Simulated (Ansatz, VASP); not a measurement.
# One calculation of AlGaAs2, two programs

```xyz
4
Lattice="3.9737 0.0000 0.0000 0.0000 3.9737 0.0000 0.0000 0.0000 5.6116" Properties=species:S:1:pos:R:3 pbc="T T T"
Al    1.9868    1.9868    2.8058
Ga    0.0000    0.0000    0.0000
As    1.9868    0.0000    4.2098
As    0.0000    1.9868    1.4018
```

Alike in both runs: functional LDA; k mesh 8 × 8 × 6; occupations gaussian, width 0.02 eV; no spin polarisation.

Ansatz relaxed the structure, and its values are those at the end. VASP's run is a single point on that final structure, the one shown.

|  | VASP | Ansatz |
| --- | --- | --- |
| version | VASP 6.6.1 | Ansatz 0.2.0 |
| potentials or method | VASP PAW LDA potentials, release 64 (Al, Ga_d, As) | scalar-relativistic, plane waves, PAW |
| plane-wave cutoff (eV) | 520 | 420 |
| valence electrons in the cell | 26 | 46 |

VASP gave:

* gap on the k mesh at the Fermi level (eV): 1.04
* least direct gap on the mesh (eV): 1.08
* pressure (GPa): 0.4

Problem. Estimate Ansatz's values.

Solution. gap on the k mesh at the Fermi level (eV): 1.02; least direct gap on the mesh (eV): 1.05; pressure (GPa): 0.0.

The two sets of potentials don't hold the same shells in valence.

A k mesh can miss the band edges.
